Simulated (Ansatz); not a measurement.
# MoSe2: the cost of one run

Method: DFT LDA+U (U_eff = 7 eV on Mo d), plane waves, PAW, in Ansatz 0.2.0.

The COD entry's cell or inner coordinates are ideal or old and differ from later refinements, so a difference from it is no clean test against experiment.

2 further runs of the same task are left out: 2 that didn't finish.

## 1. The system as given

It takes space group P6_3/mmc (No. 194, hexagonal). The conventional cell has a = 3.288 Å, b = 3.288 Å, c = 12.900 Å, α = 90.00°, β = 90.00°, γ = 120.00°. Around Mo (site symmetry -6m2) lie 6 Se at 2.49 Å. Around Se (site symmetry 3m) lie 3 Mo at 2.49 Å.

As a file:

```cif
data_structure
_symmetry_space_group_name_H-M 'P 1'
_symmetry_Int_Tables_number 1
_cell_length_a 3.2880
_cell_length_b 3.2880
_cell_length_c 12.9000
_cell_angle_alpha 90.000
_cell_angle_beta 90.000
_cell_angle_gamma 120.000
_cell_volume 120.78
loop_
_atom_site_label
_atom_site_type_symbol
_atom_site_fract_x
_atom_site_fract_y
_atom_site_fract_z
_atom_site_occupancy
Mo1 Mo 0.33333 0.66667 0.25000 1
Mo2 Mo 0.66667 0.33333 0.75000 1
Se1 Se 0.33333 0.66667 0.62500 1
Se2 Se 0.66667 0.33333 0.12500 1
Se3 Se 0.33333 0.66667 0.87500 1
Se4 Se 0.66667 0.33333 0.37500 1
```

An earlier series on this cell reached its lowest free state from «ferromagnetic start, free, symmetry kept, no search», perhaps among other starts.

## 2. Antiferromagnetic directions held

input.yaml reads:

```yaml
crystal:
  lattice:
    - [3.28799957, 0.0, 0.0]
    - [-1.64399979, 2.84749116, 0.0]
    - [0.0, 0.0, 12.90000092]
  atoms:
    - { symbol: Mo, position: [0.3333333333, 0.6666666667, 0.25], spin: 2.0 }
    - { symbol: Mo, position: [0.6666666667, 0.3333333333, 0.75], spin: -2.0 }
    - { symbol: Se, position: [0.3333333333, 0.6666666667, 0.625] }
    - { symbol: Se, position: [0.6666666667, 0.3333333333, 0.125] }
    - { symbol: Se, position: [0.3333333333, 0.6666666667, 0.875] }
    - { symbol: Se, position: [0.6666666667, 0.3333333333, 0.375] }
basis:
  ecutwfc: 420
  ecutrho_ratio: 4
kpoints:
  mp_grid: { grid: [7, 7, 2] }
hamiltonian:
  xc: lda
  hubbard:
    sites:
      - { site: 0, l: d, u_eff: 7.0, starting_ns: [{ spin: up, occupation_matrix: s0up }, { spin: down, occupation_matrix: s0down }] }
      - { site: 1, l: d, u_eff: 7.0, starting_ns: [{ spin: up, occupation_matrix: s1up }, { spin: down, occupation_matrix: s1down }] }
    occupation_matrices:
      s0up:
        matrix:
          - [0.97, 0.0, 0.0, 0.0, 0.0]
          - [0.0, 0.02, 0.0, 0.0, 0.0]
          - [0.0, 0.0, 0.02, 0.0, 0.0]
          - [0.0, 0.0, 0.0, 0.02, 0.0]
          - [0.0, 0.0, 0.0, 0.0, 0.97]
      s0down:
        matrix:
          - [0.02, 0.0, 0.0, 0.0, 0.0]
          - [0.0, 0.02, 0.0, 0.0, 0.0]
          - [0.0, 0.0, 0.02, 0.0, 0.0]
          - [0.0, 0.0, 0.0, 0.02, 0.0]
          - [0.0, 0.0, 0.0, 0.0, 0.02]
      s1up:
        matrix:
          - [0.02, 0.0, 0.0, 0.0, 0.0]
          - [0.0, 0.02, 0.0, 0.0, 0.0]
          - [0.0, 0.0, 0.02, 0.0, 0.0]
          - [0.0, 0.0, 0.0, 0.02, 0.0]
          - [0.0, 0.0, 0.0, 0.0, 0.02]
      s1down:
        matrix:
          - [0.97, 0.0, 0.0, 0.0, 0.0]
          - [0.0, 0.02, 0.0, 0.0, 0.0]
          - [0.0, 0.0, 0.02, 0.0, 0.0]
          - [0.0, 0.0, 0.0, 0.02, 0.0]
          - [0.0, 0.0, 0.0, 0.0, 0.97]
    ns_hold: { iters: 8 }
scf:
  occupations: { method: gaussian, width: 0.05 }
  lower_state_search: "off"
  max_iter: 150
output:
  forces: true
  stress: true
  eigenvalues: true
  populations: true
  hubbard: { sites: [{ site: 0, l: d }, { site: 1, l: d }] }
magnetization:
  spin_polarized: true
  spin_locking: { lock_directions: true }
```

The typed matrices put 0.97 on the chosen orbitals and 0.02 on the others, and are held for 8 cycles. The lock stays on to the end, so the result is a constrained state.

Run with:

```console
$ ansatz run input.yaml --threads 4 --pin off --max-ram 6144MiB --backend cpu --events-out ev --progress --plain --runs-dir out
```

**Question.** How long does this run take on 4 threads of AMD EPYC 9R45 (Zen 5), shared host, and how much memory does it need?

About 22 s, with a peak of 0.79 GiB.
